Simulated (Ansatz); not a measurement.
The system is Bi2Te2Se.

```
Bi Te Se
1.0
     2.16097    1.24764   10.58557
    -2.16097    1.24764   10.58557
     0.00000   -2.49527   10.58557
Bi Te Se
2 2 1
Direct
  0.39172 0.39172 0.39172
  0.60828 0.60828 0.60828
  0.78040 0.78040 0.78040
  0.21960 0.21960 0.21960
  0.00000 0.00000 0.00000
```

The cell is a database's computed one.

Base run:

```yaml
Program: Ansatz 0.2.0
Functional: PBE0
Potentials_or_basis: Ansatz PAW
Cutoff: "420 eV (not typed: the program's choice for these potentials)"
k_mesh: 6 × 6 × 6
Occupations: fermi-dirac, width 0.05 eV
Spin: no spin polarisation
```

Its results: band gap on the k mesh 1.41 eV, direct; pressure -0.7 GPa; largest force 0.193 eV/Å.

The run is repeated on the same cell with these changes: functional from PBE0 to HSE06. What comes out?

Band gap on the k mesh 0.89 eV, direct; pressure -0.7 GPa; largest force 0.174 eV/Å.

Caveats: spin-orbit coupling is left out, which as a rule narrows the gap of such compounds by several tenths of an eV; the PAW data sets come from PBE, with cores solved anew for the run's functional, which leaves a small shift of forces and pressure; the thresholds are loose for stress.
